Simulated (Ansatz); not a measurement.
# A S vacancy in wurtzite CdS, 95 atoms, charge +2

All numbers come from Ansatz (PAW, plane waves, no spin–orbit coupling) at the single k point (¼, ¼, ¼) without its symmetry partners. The atoms were relaxed with PBEsol in a fixed cell; other functionals are single points on those atoms unless said otherwise. The valence top and gap of the host come from its small cell on a dense mesh, with the band extrema sought between the mesh points, lined up by the mean potential, PBEsol gap 1.09 eV, HSE06 gap 2.26 eV. The charge correction uses an assumed dielectric constant of 9.0.

Cell: a = 12.371 Å, b = 14.284 Å, c = 13.421 Å, α = 90.00°, β = 90.00°, γ = 90.00°.

Nearest atoms after relaxation, from the placed atom (for vacancies from the middle of the vacant sites): Cd at 3.16 Å, Cd at 3.17 Å, Cd at 3.18 Å, Cd at 3.24 Å.

Chemical potentials μ are those of reference phases of the elements at zero temperature by the same functional (the usual solids, diamond for C, grey Sn, and the molecules H2, N2, O2, F2, Cl2, Br2 and S8).

```
functional  E(defect) − E(host) − Σ nμ + q·E_VBM (eV)  monopole (eV)  alignment (eV)  formation energy at E_F = VBM (eV)  moment (μB)              wall time, shared host
    PBEsol                                       0.81           0.68           -0.40                                1.09  0 (no spin)  8.4 s on NVIDIA GB200 (relaxation)
```

Estimate the formation energy and moment that HSE06 gives on these atoms.

0.16 eV at E_F = VBM (-0.14 eV before the monopole term 0.68 eV and the alignment -0.38 eV), moment 0 (no spin).

HSE06 one-electron levels near the gap (the ten most localised at most), from the host's valence top, not corrected for the charge's images:

```
level (eV)  spin  filling  atoms sharing it  element of the atom with most weight
     -0.30  both     2.00              59.8                                spread
     -0.27  both     2.00              56.4                                spread
     -0.25  both     2.00              59.3                                spread
     -0.05  both     2.00              55.3                                spread
      0.01  both     2.00              55.2                                spread
```

All elements are taken at their own reference at once; growth conditions in equilibrium with the host shift these energies, by up to the host's formation enthalpy.

One k point and a cell of this size can leave errors of several tenths of an eV in such numbers.
